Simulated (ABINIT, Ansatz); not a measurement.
## Converging GW for MgO (Periclase) in ABINIT

What does each rung of G0W0 on MgO (Periclase) cost, and what does it buy?

Calculated with ABINIT 10.8.3; PBE and many-body steps on it, plane waves.

The database entry behind the starting cell differs from later determinations by our own check (about 0.1 % long), so it need not match the best structure at ambient conditions.

## (1) Set-up

Symmetry: Fm-3m, No. 225, cubic system. The conventional cell has a = 4.217 Å, b = 4.217 Å, c = 4.217 Å, α = 90.00°, β = 90.00°, γ = 90.00°. Mg has 6 O at 2.11 Å nearest. O has 6 Mg at 2.11 Å nearest. Farther neighbours and most contacts between anions are not listed.

The cell and positions come from the Crystallography Open Database and are kept as given unless a step says otherwise.

## (2) Empty states on the mesh, 8×8×8 mesh, 356 bands

This step: ABINIT 10.8.3; DFT, PBE, plane waves, norm-conserving pseudopotentials.

The sums over transitions need many empty states on a uniform mesh; this step solves for them.

Input file run.abi:

```
acell 3*1.0 Angstrom
rprim 
  -0.000000000000 2.108500000000 2.108500000000
  2.108500000000 0.000000000000 2.108500000000
  2.108500000000 2.108500000000 0.000000000000
ntypat 2
znucl 12 8
natom 2
typat 1 2
xred 
  0.000000000000 0.000000000000 0.000000000000
  0.500000000000 0.500000000000 0.500000000000
pp_dirpath "pseudos"
pseudos "Mg.upf, O.upf"
ecut 38
ngkpt 8 8 8
nshiftk 1
shiftk 0 0 0
kptopt 1
chksymbreak 0
irdden 1
istwfk *1
nband 356
prtvol 0
optdriver 6
gwr_task "HDIAGO"
paral_kgb 0
occopt 1
indata_prefix "in"
outdata_prefix "out"
tmpdata_prefix "tmp"
```

Launch:

```console
$ OMP_NUM_THREADS=1 mpirun -n 8 abinit run.abi > log
```

Output:

```text
.Version 10.8.3 of ABINIT. v10.8.2 released Aug 2026.

 Symmetries : space group Fm -3 m (#225); Bravais cF (face-center cubic)
[... echo of the input left out ...]
== DATASET  1 ==================================================================
-   mpi_nproc: 8, omp_nthreads: 1 (-1 if OMP is not activated)

--- !DatasetInfo
iteration_state: {dtset: 1, }
dimensions: {natom: 2, nkpt: 29, mband: 356, nsppol: 1, nspinor: 1, nspden: 1, mpw: 1428, }
cutoff_energies: {ecut:  38.0, pawecutdg:  -1.0, }
[...]
Direct band gap semiconductor
 Fundamental gap:     4.733 (eV)
   VBM:     4.693 (eV) at k: [ 0.0000E+00,  0.0000E+00,  0.0000E+00]
   CBM:     9.426 (eV) at k: [ 0.0000E+00,  0.0000E+00,  0.0000E+00]
 Direct gap:         4.733 (eV) at k: [ 0.0000E+00,  0.0000E+00,  0.0000E+00]

== END DATASET(S) ==============================================================
================================================================================

 -outvars: echo values of variables after computation  --------
           etotal      0.0000000000E+00
            nband         356
             nkpt          29
          spgroup         225
 [... the other variables as echoed above ...]

 Calculation completed.
```

Wall time 11 s (8 MPI ranks of Arm Neoverse V2, shared host); peak memory 1.6 GiB; 88 s of CPU time.

This step gave:

* gap: 4.733 eV
* k of the valence top: 0, 0, 0
* k of the conduction bottom: 0, 0, 0
* least direct gap: 4.733 eV
* k points computed: 29
* lowest point of the top converged band, above the valence top: 383.9659 eV

On this mesh the gap is 4.733 eV.

The density comes from a self-consistent run that is not shown.

## (3) Screening, 8×8×8 mesh, 50 bands, screening to 152.4 eV

The RPA dielectric matrix is built and inverted for each q.

This step: RPA screening on PBE, plane waves, norm-conserving pseudopotentials.

run.abi: that of step 2 with these lines changed.

```diff
@@ -20,10 +20,11 @@
 chksymbreak 0
-irdden 1
 istwfk *1
-nband 356
-prtvol 0
-optdriver 6
-gwr_task "HDIAGO"
-paral_kgb 0
 occopt 1
+irdwfk 1
+optdriver 3
+nband 50
+ecuteps 5.6
+inclvkb 2
+awtr 1
+symchi 1
 indata_prefix "in"
```

Output:

```text
.Version 10.8.3 of ABINIT. v10.8.2 released Aug 2026.

 Symmetries : space group Fm -3 m (#225); Bravais cF (face-center cubic)
[... echo of the input left out ...]
== DATASET  1 ==================================================================
-   mpi_nproc: 8, omp_nthreads: 1 (-1 if OMP is not activated)

--- !DatasetInfo
iteration_state: {dtset: 1, }
dimensions: {natom: 2, nkpt: 29, mband: 50, nsppol: 1, nspinor: 1, nspden: 1, mpw: 1428, }
cutoff_energies: {ecut:  38.0, pawecutdg:  -1.0, }
electrons: {nelect:   1.60000000E+01, charge:   0.00000000E+00, occopt:   1.00000000E+00, tsmear:   1.00000000E-02, }

 SCREENING: Calculation of the susceptibility and dielectric matrices

 Based on a program developped by R.W. Godby, V. Olevano, G. Onida, and L. Reining.
 Incorporated in ABINIT by V. Olevano, G.-M. Rignanese, and M. Torrent.
.Using double precision arithmetic ; gwpc =  8

[... cell and pseudopotentials left out ...]
--------------------------------------------------------------------------------

 ==== K-mesh for the wavefunctions ====
 Number of points in the irreducible wedge :    29
[... list of points left out ...]
 Together with 48 symmetry operations and time-reversal symmetry
 yields   512 points in the full Brillouin Zone.

 ==== Q-mesh for the screening function ====
 Number of points in the irreducible wedge :    29
[... list of points left out ...]
 Together with 48 symmetry operations and time-reversal symmetry
 yields   512 points in the full Brillouin Zone.

 setmesh: FFT mesh size selected  =    24x   24x   24
          total number of points  =        13824

 vcoul_init : cutoff-mode = AUXILIARY_FUNCTION
 q-points for optical limit:   1
     1)      0.000010    0.000020    0.000030

- screening: taking advantage of time-reversal symmetry
- Maximum band index for partially occupied states nbvw = 8
- Remaining bands to be divided among processors   nbcw = 42
- Number of bands treated by each node ~5

 Number of electrons calculated from density =   16.0000; Expected =   16.0000
 average of density, n =  0.126466
 r_s =    1.2359
 omega_plasma =   34.3038 [eV]

 calculating chi0 at frequencies [eV] :
  1    0.000000E+00    0.000000E+00
  2    0.000000E+00    3.430377E+01

--------------------------------------------------------------------------------
  q-point number  1        q = ( 0.000000, 0.000000, 0.000000) [r.l.u.]
--------------------------------------------------------------------------------
[... chi0 elements left out ...]
 For q-point:  0.000010 0.000020 0.000030
  dielectric constant =   3.0289
  dielectric constant without local fields =   3.2331

  Average fulfillment of the sum rule on Im[epsilon] for q-point    1 :     52.57  [%]
[... wings left out ...]
  q-point number  2        q = ( 0.125000, 0.000000, 0.000000) [r.l.u.]
--------------------------------------------------------------------------------
[... chi0 elements left out ...]
  Average fulfillment of the sum rule on Im[epsilon] for q-point    2 :     71.53  [%]

 [... 27 further q-points ...]
```

It took 57 s on 8 MPI ranks; peak memory 1.5 GiB; 7.5 min of CPU time.

This step gave:

| Property | Result |
| --- | --- |
| ε∞ with local fields, on this mesh, along the program's q direction | 3.029 |
| the same without local fields | 3.233 |
| plasma frequency | 34.30 eV |
| plane waves in the screening matrix | 65 |

Local fields lower ε∞ by 6 %.

## (4) 50 bands, 152.4 eV

The self-energy is evaluated for the states that the input lists, and the levels follow from it, in one-shot runs by the linearised quasiparticle equation.

This step: G0W0 on PBE, plane waves, norm-conserving pseudopotentials.

run.abi: that of step 3 with these lines changed.

```diff
@@ -23,8 +23,15 @@
 irdwfk 1
-optdriver 3
+optdriver 4
 nband 50
+gwcalctyp 0
+ecutsigx 38
+symsigma 1
+nkptgw 1
+kptgw 
+  0.0000000000 0.0000000000 0.0000000000
+bdgw 
+  6 12
 ecuteps 5.6
-inclvkb 2
-awtr 1
-symchi 1
+irdscr 1
+ppmodel 1
 indata_prefix "in"
```

Output:

```text
.Version 10.8.3 of ABINIT. v10.8.2 released Aug 2026.

 Symmetries : space group Fm -3 m (#225); Bravais cF (face-center cubic)
[... echo of the input left out ...]
== DATASET  1 ==================================================================
-   mpi_nproc: 8, omp_nthreads: 1 (-1 if OMP is not activated)

--- !DatasetInfo
iteration_state: {dtset: 1, }
dimensions: {natom: 2, nkpt: 29, mband: 50, nsppol: 1, nspinor: 1, nspden: 1, mpw: 1428, }
cutoff_energies: {ecut:  38.0, pawecutdg:  -1.0, }
electrons: {nelect:   1.60000000E+01, charge:   0.00000000E+00, occopt:   1.00000000E+00, tsmear:   1.00000000E-02, }

 SIGMA: Calculation of the GW corrections

 Based on a program developped by R.W. Godby, V. Olevano, G. Onida, and L. Reining.
 Incorporated in ABINIT by V. Olevano, G.-M. Rignanese, and M. Torrent.
.Using double precision arithmetic ; gwpc =  8

[... cell and pseudopotentials left out ...]
--------------------------------------------------------------------------------

 ==== K-mesh for the wavefunctions ====
 Number of points in the irreducible wedge :    29
[... list of points left out ...]
 Together with 48 symmetry operations and time-reversal symmetry
 yields   512 points in the full Brillouin Zone.

 ==== Q-mesh for screening function ====
 Number of points in the irreducible wedge :    29
[... list of points left out ...]
 Together with 48 symmetry operations and time-reversal symmetry
 yields   512 points in the full Brillouin Zone.

 vcoul_init : cutoff-mode = AUXILIARY_FUNCTION
 q-points for optical limit:   1
     1)      0.000010    0.000020    0.000030
 setmesh: FFT mesh size selected  =    32x   32x   32
          total number of points  =        32768

 Number of electrons calculated from density =   16.0000; Expected =   16.0000
 average of density, n =  0.126466
 r_s =    1.2359
 omega_plasma =   34.3038 [eV]

 === KS Band Gaps ===
  >>>> For spin  1
   Minimum direct gap =   4.7331 [eV], located at k-point      :   0.0000  0.0000  0.0000
   Fundamental gap    =   4.7331 [eV], Top of valence bands at :   0.0000  0.0000  0.0000
                                       Bottom of conduction at :   0.0000  0.0000  0.0000
 SIGMA fundamental parameters:
 PLASMON POLE MODEL  1
 number of plane-waves for SigmaX                 1411
 number of plane-waves for SigmaC and W             65
 number of plane-waves for wavefunctions          1411
 number of bands                                    50
 number of independent spin polarizations            1
 number of spinorial components                      1
 number of k-points in IBZ                          29
 number of q-points in IBZ                          29
 number of symmetry operations                      48
 number of k-points in BZ                          512
 number of q-points in BZ                          512
 number of frequencies for dSigma/dE                 9
 frequency step for dSigma/dE [eV]                0.25
 number of omega for Sigma on real axis              0
 max omega for Sigma on real axis  [eV]           0.00
 zcut for avoiding poles [eV]                     0.10

 EPSILON^-1 parameters (SCR file):
 dimension of the eps^-1 matrix on file             65
 dimension of the eps^-1 matrix used                65
 number of plane-waves for wavefunctions          1411
 number of bands                                    50
 number of q-points in IBZ                          29
 number of frequencies                               2
 number of real frequencies                          1
 number of imag frequencies                          1

 matrix elements of self-energy operator (all in [eV])

 Perturbative Calculation

--- !SelfEnergy_ee
iteration_state: {dtset: 1, }
kpoint     : [   0.000,    0.000,    0.000, ]
spin       : 1
KS_gap     :    4.733
QP_gap     :    6.831
Delta_QP_KS:    2.098
data: !SigmaeeData |
     Band     E0 <VxcDFT>   SigX SigC(E0)      Z dSigC/dE  Sig(E)    E-E0       E
        6   4.693 -20.107 -25.563   4.098   0.810  -0.235 -21.207  -1.100   3.593
        7   4.693 -20.107 -25.563   4.098   0.810  -0.235 -21.207  -1.100   3.593
        8   4.693 -20.107 -25.563   4.098   0.810  -0.235 -21.207  -1.100   3.593
        9   9.426 -13.453  -8.932  -3.358   0.857  -0.166 -12.455   0.998  10.424
       10  20.632  -9.568  -3.684  -4.457   0.863  -0.159  -8.337   1.232  21.864
       11  20.632  -9.568  -3.684  -4.457   0.863  -0.159  -8.337   1.232  21.864
       12  20.632  -9.568  -3.684  -4.457   0.863  -0.159  -8.337   1.232  21.864

== END DATASET(S) ==============================================================
================================================================================

 -outvars: echo values of variables after computation  --------
           etotal      0.0000000000E+00
            nband          50
             nkpt          29
          spgroup         225
 [... the other variables as echoed above ...]

 Calculation completed.
```

Wall time 2.4 s (8 MPI ranks); peak memory 0.17 GiB; 18 s of CPU time.

This step gave:

- G0W0 gap on the points computed: 6.831 eV
- starting gap on the mesh: 4.733 eV
- k of the valence top: 0, 0, 0
- k of the conduction bottom: 0, 0, 0
- Z at the valence top: 0.81
- Z at the conduction bottom: 0.857
- least direct G0W0 gap on the computed points: 6.831 eV

The gap on the mesh goes from 4.73 eV to 6.83 eV, a correction of +2.10 eV.

## (5) Screening, 8×8×8 mesh, 146 bands, screening to 283 eV

This step: RPA screening on PBE, plane waves, norm-conserving pseudopotentials.

run.abi: that of step 4 with these lines changed.

```diff
@@ -23,15 +23,8 @@
 irdwfk 1
-optdriver 4
-nband 50
-gwcalctyp 0
-ecutsigx 38
-symsigma 1
-nkptgw 1
-kptgw 
-  0.0000000000 0.0000000000 0.0000000000
-bdgw 
-  6 12
-ecuteps 5.6
-irdscr 1
-ppmodel 1
+optdriver 3
+nband 146
+ecuteps 10.4
+inclvkb 2
+awtr 1
+symchi 1
 indata_prefix "in"
```

Output:

```text
.Version 10.8.3 of ABINIT. v10.8.2 released Aug 2026.

 Symmetries : space group Fm -3 m (#225); Bravais cF (face-center cubic)
[... echo of the input left out ...]
== DATASET  1 ==================================================================
-   mpi_nproc: 8, omp_nthreads: 1 (-1 if OMP is not activated)

--- !DatasetInfo
iteration_state: {dtset: 1, }
dimensions: {natom: 2, nkpt: 29, mband: 146, nsppol: 1, nspinor: 1, nspden: 1, mpw: 1428, }
cutoff_energies: {ecut:  38.0, pawecutdg:  -1.0, }
electrons: {nelect:   1.60000000E+01, charge:   0.00000000E+00, occopt:   1.00000000E+00, tsmear:   1.00000000E-02, }

 SCREENING: Calculation of the susceptibility and dielectric matrices

 Based on a program developped by R.W. Godby, V. Olevano, G. Onida, and L. Reining.
 Incorporated in ABINIT by V. Olevano, G.-M. Rignanese, and M. Torrent.
.Using double precision arithmetic ; gwpc =  8

[... cell and pseudopotentials left out ...]
--------------------------------------------------------------------------------

 ==== K-mesh for the wavefunctions ====
 Number of points in the irreducible wedge :    29
[... list of points left out ...]
 Together with 48 symmetry operations and time-reversal symmetry
 yields   512 points in the full Brillouin Zone.

 ==== Q-mesh for the screening function ====
 Number of points in the irreducible wedge :    29
[... list of points left out ...]
 Together with 48 symmetry operations and time-reversal symmetry
 yields   512 points in the full Brillouin Zone.

 setmesh: FFT mesh size selected  =    24x   24x   24
          total number of points  =        13824

 vcoul_init : cutoff-mode = AUXILIARY_FUNCTION
 q-points for optical limit:   1
     1)      0.000010    0.000020    0.000030

- screening: taking advantage of time-reversal symmetry
- Maximum band index for partially occupied states nbvw = 8
- Remaining bands to be divided among processors   nbcw = 138
- Number of bands treated by each node ~17

 Number of electrons calculated from density =   16.0000; Expected =   16.0000
 average of density, n =  0.126466
 r_s =    1.2359
 omega_plasma =   34.3038 [eV]

 calculating chi0 at frequencies [eV] :
  1    0.000000E+00    0.000000E+00
  2    0.000000E+00    3.430377E+01

--------------------------------------------------------------------------------
  q-point number  1        q = ( 0.000000, 0.000000, 0.000000) [r.l.u.]
--------------------------------------------------------------------------------
[... chi0 elements left out ...]
 For q-point:  0.000010 0.000020 0.000030
  dielectric constant =   3.0222
  dielectric constant without local fields =   3.2442

  Average fulfillment of the sum rule on Im[epsilon] for q-point    1 :     83.43  [%]
[... wings left out ...]
  q-point number  2        q = ( 0.125000, 0.000000, 0.000000) [r.l.u.]
--------------------------------------------------------------------------------
[... chi0 elements left out ...]
  Average fulfillment of the sum rule on Im[epsilon] for q-point    2 :     95.97  [%]

 [... 27 further q-points ...]
```

Wall time 3.7 min (8 MPI ranks); peak memory 2.5 GiB; 29 min of CPU time.

Numbers from this step:

```yaml
eps_infinity_with_local_fields_on_this_mesh_along_the_program_s_q_direction: 3.022
the_same_without_local_fields: 3.244
plasma_frequency: 34.30 eV
plane_waves_in_the_screening_matrix: 181
```

(Continued in part 2 of 2.)

[Paths, hosts, dates, memory and timing lines, banners, echoed tables and standing remarks are left out of the program output.]

[Logs are printed without paths, hosts, clocks, repeated set-up lines and the standing remarks that a program may print on its own settings, such as how far it seeks lower states.]

[Runs of the session that timed out or met a known fault of the program may be left out.]

[Hosts, paths, dates, database ids (printed as entryN), source tags and the programs' standing remarks are cut or masked in the printed files.]

[G0W0 gaps are taken among the corrected bands and points alone; a level outside them can change the order at an edge.]

[Where Ansatz stands beside ABINIT at settings called matched, ABINIT's density can come from a denser mesh and the files from another edition; pairs whose starting gaps differed by over 0.03 eV were left out, so agreement reads better than it is.]
